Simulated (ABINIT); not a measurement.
# HfO2 (P4_2/nmc) in ABINIT: notebook

Aim: see how the results for HfO2 move with the level of theory and the settings. Levels: PBE, PBEsol, LDA. Tasks: single point.

Everything below comes from runs of ABINIT 10.8.3 (patched build). Logs are shortened: lines on timing, memory, paths and dates and some standing lists are left out, and cuts for length are marked. The log counts tension as positive stress, the text compression.

### Step 1. The crystal as given

It takes space group P4_2/nmc (No. 137, tetragonal). Conventional cell: a = 3.558 Å, b = 3.558 Å, c = 5.172 Å, α = 90.00°, β = 90.00°, γ = 90.00°. Around Hf (site symmetry -4m2) lie 4 O at 2.05 Å. O (site symmetry 2mm) is surrounded by 2 Hf at 2.05 Å.

Measurements of this composition are mostly on another form, of space group No. 14.

### Step 2. Single point, PBE

Input file run.abi:

```
pp_dirpath "./"
pseudos "Hf.GGA_PBE-JTH.xml, O.GGA_PBE-JTH.xml"

acell 3*1.0 Angstrom
rprim
     3.5580193300     0.0000000000     0.0000000000
     0.0000000000     3.5580193300     0.0000000000
     0.0000000000     0.0000000000     5.1718612100
ntypat 2
znucl 72 8
natom 6
typat 1 1 2 2 2 2
xred
     0.0000000000     0.0000000000     0.0000000000
     0.5000000000     0.5000000000     0.5000000000
     0.0000000000     0.5000000000     0.1972078800
     0.5000000000     0.0000000000     0.3027921200
     0.5000000000     0.0000000000     0.8027921200
     0.0000000000     0.5000000000     0.6972078800

ecut 625.861884 eV
pawecutdg 45.0

kptopt 1
ngkpt 6 6 4
nshiftk 1
shiftk 0.0 0.0 0.0

ixc 11

nband 29
occopt 3
tsmear 0.05 eV

nstep 100
tolvrs 1.0e-9

iomode 3
prtwf 0
prtden 0
prteig 0
prtebands 0
enunit 1
prtvol 2
```

Potentials or basis: JTH PAW PBE v2.0.

Launch:

```bash
$ abinit run.abi > log 2>&1
```

run.abo:

```text
.Version 10.8.3 of ABINIT
 Symmetries : space group P4_2/n m c (#137); Bravais tP (primitive tetrag.)
================================================================================
 Values of the parameters that define the memory need of the present run
     intxc =       0    ionmov =       0      iscf =      17    lmnmax =      18
     lnmax =       6     mgfft =      45  mpssoang =       3    mqgrid =    3001
     natom =       6  nloc_mem =       2    nspden =       1   nspinor =       1
    nsppol =       1      nsym =      16    n1xccc =       1    ntypat =       2
    occopt =       3   xclevel =       2
       mpw =        2346          nfft =       40500          nkpt =          30
 PAW method is used; the additional fine FFT grid is defined by:
   mgfftf=        60    nfftf =    121500
================================================================================
================================================================================

--------------------------------------------------------------------------------
------------- Echo of variables that govern the present computation ------------
--------------------------------------------------------------------------------
 -outvars: echo values of preprocessed input variables --------
            acell      1.8897261259E+00  1.8897261259E+00  1.8897261259E+00 Bohr
              amu      1.78490000E+02  1.59994000E+01
             ecut      2.30000000E+01 Hartree
           enunit           1
              ixc          11
         kptrlatt        6    0    0      0    6    0      0    0    4
          kptrlen      3.90936050E+01
            natom           6
            nband          29
            ngfft          30      30      45
          ngfftdg          45      45      60
             nkpt          30
            nstep         100
             nsym          16
           ntypat           2
           occopt           3
        pawecutdg      4.50000000E+01 Hartree
         pawxcdev           0
           prtden           0
        prtebands           0
           prteig           0
           prtvol           2
            prtwf           0
            rprim      3.5580193300E+00  0.0000000000E+00  0.0000000000E+00
                       0.0000000000E+00  3.5580193300E+00  0.0000000000E+00
                       0.0000000000E+00  0.0000000000E+00  5.1718612100E+00
          spgroup         137
           tolvrs      1.00000000E-09
           tsmear      1.83746611E-03 Hartree
            typat      1  1  2  2  2  2
           useylm           1
           xangst      0.0000000000E+00  0.0000000000E+00  0.0000000000E+00
                       1.7790096650E+00  1.7790096650E+00  2.5859306050E+00
                       0.0000000000E+00  1.7790096650E+00  1.0199317849E+00
[... 494 lines left out ...]
  -3.34129   -3.34129   -2.39587   -2.39584   -1.75441   -1.75436   -1.00054   -1.00046
   5.23635    5.23635    5.44462    5.44468    6.86225
 kpt#  30, nband= 29, wtk=  0.00694, kpt=  0.5000  0.5000  0.5000 (reduced coord)
 -60.91753  -60.91749  -29.81808  -29.81808  -29.81806  -29.81806  -29.62585  -29.62585
 -16.73495  -16.73495  -16.73493  -16.73493   -5.15702   -5.15693   -5.15138   -5.15131
  -2.56707   -2.56707   -2.56705   -2.56705   -2.07079   -2.07074   -0.70416   -0.70407
   5.36184    5.36185    5.68896    5.68903    6.80989
 Total charge density [el/Bohr^3]
)     Maximum=    1.0618E+00  at reduced coord.    0.5111    0.0000    0.8000
)Next maximum=    1.0618E+00  at reduced coord.    0.4889    0.0000    0.8000
)     Minimum=    3.6953E-03  at reduced coord.    0.0000    0.0000    0.5000
)Next minimum=    3.7173E-03  at reduced coord.    0.4889    0.4889    0.0000
   Integrated=    4.8000E+01

--- !EnergyTerms
iteration_state     : {dtset: 1, }
comment             : Components of total free energy in Hartree
kinetic             :  4.12379844860621E+01
hartree             :  2.69685661727517E+01
xc                  : -3.00372687765380E+01
Ewald energy        : -1.34893080225108E+02
psp_core            :  2.21648337872475E+01
local_psp           : -5.53656392222451E+01
PAW spherical_terms : -3.52000144592114E+01
internal            : -1.65124618237041E+02
'-kT*entropy'       :  3.75981243595613E-15
total_energy        : -1.65124618237041E+02
total_energy_eV     : -4.49326976556827E+03
...

--- !EnergyTermsDC
iteration_state     : {dtset: 1, }
comment             : '"Double-counting" decomposition of free energy'
band_energy         : -2.97339905279446E+01
Ewald energy        : -1.34893080225108E+02
psp_core            :  2.21648337872475E+01
xc_dc               : -3.35772534280479E+01
PAW spherical_terms :  1.09148578215443E+01
internal            : -1.65124632572308E+02
'-kT*entropy'       :  3.75981243595613E-15
total_energy_dc     : -1.65124632572308E+02
total_energy_dc_eV  : -4.49327015565077E+03
...

--- !EnergyTermsWithPAWCore
iteration_state     : {dtset: 1, }
comment             : 'Components of total free energy, including PAW core contributions'
Total energy        : -3.04584743781483E+04
Total energy DC     : -3.04584743924836E+04
Total energy (eV)   : -8.28817310767110E+05
Total energy DC (eV): -8.28817311157193E+05
...

 Cartesian components of stress tensor (hartree/bohr^3)
  sigma(1 1)= -2.42593902E-04  sigma(3 2)=  0.00000000E+00
  sigma(2 2)= -2.42593902E-04  sigma(3 1)=  0.00000000E+00
  sigma(3 3)= -2.11445894E-04  sigma(2 1)=  0.00000000E+00

-Cartesian components of stress tensor (GPa)         [Pressure=  6.8319E+00 GPa]
- sigma(1 1)= -7.13735901E+00  sigma(3 2)=  0.00000000E+00
- sigma(2 2)= -7.13735901E+00  sigma(3 1)=  0.00000000E+00
- sigma(3 3)= -6.22095297E+00  sigma(2 1)=  0.00000000E+00

== END DATASET(S) ==============================================================
================================================================================

 -outvars: echo values of variables after computation  --------
            acell      1.8897261259E+00  1.8897261259E+00  1.8897261259E+00 Bohr
           etotal     -1.6512463257E+02
            fcart     -0.0000000000E+00 -0.0000000000E+00 -1.4456028961E-19
                      -0.0000000000E+00 -0.0000000000E+00 -1.4456028963E-19
                      -0.0000000000E+00 -0.0000000000E+00  2.5892220541E-03
                      -0.0000000000E+00 -0.0000000000E+00 -2.5892220541E-03
                      -0.0000000000E+00 -0.0000000000E+00 -2.5892220541E-03
                      -0.0000000000E+00 -0.0000000000E+00  2.5892220541E-03
            rprim      3.5580193300E+00  0.0000000000E+00  0.0000000000E+00
                       0.0000000000E+00  3.5580193300E+00  0.0000000000E+00
                       0.0000000000E+00  0.0000000000E+00  5.1718612100E+00
           strten     -2.4259390183E-04 -2.4259390183E-04 -2.1144589366E-04
                       0.0000000000E+00  0.0000000000E+00  0.0000000000E+00
           xangst      0.0000000000E+00  0.0000000000E+00  0.0000000000E+00
                       1.7790096650E+00  1.7790096650E+00  2.5859306050E+00
                       0.0000000000E+00  1.7790096650E+00  1.0199317849E+00
                       1.7790096650E+00  0.0000000000E+00  1.5659988201E+00
                       1.7790096650E+00  0.0000000000E+00  4.1519294251E+00
                       0.0000000000E+00  1.7790096650E+00  3.6058623899E+00
             xred      0.0000000000E+00  0.0000000000E+00  0.0000000000E+00
                       5.0000000000E-01  5.0000000000E-01  5.0000000000E-01
                       0.0000000000E+00  5.0000000000E-01  1.9720788000E-01
                       5.0000000000E-01  0.0000000000E+00  3.0279212000E-01
                       5.0000000000E-01  0.0000000000E+00  8.0279212000E-01
                       0.0000000000E+00  5.0000000000E-01  6.9720788000E-01
 Calculation completed.
```

It took 1.8 min on 1 thread of Arm Neoverse V1, shared host; peak memory 0.18 GiB.

What came out:

```
Free energy                                           : -4493.2702 eV
Pressure                                              : 6.8 GPa
Largest force                                         : 0.133 eV/Å
Band gap on the k mesh                                : 4.77 eV, indirect (least direct gap 4.84 eV)
Valence electrons inside the program's atomic spheres : Hf 9.52, 9.54; O 4.63
```

Forces on the atoms (eV/Å):
```
Hf   0.000  0.000  0.000
Hf   0.000  0.000  0.000
O    0.000  0.000  0.133
O    0.000  0.000 -0.133
O    0.000  0.000 -0.133
O    0.000  0.000  0.133
```

Stress tensor (GPa, compression positive):
```
7.14 0.00 0.00
0.00 7.14 0.00
0.00 0.00 6.22
```

Caveat: spin-orbit coupling is left out, which moves the levels of the heavy elements. As with any semilocal functional, this PBE gap is likely too small.

(Continued in part 2 of 3.)
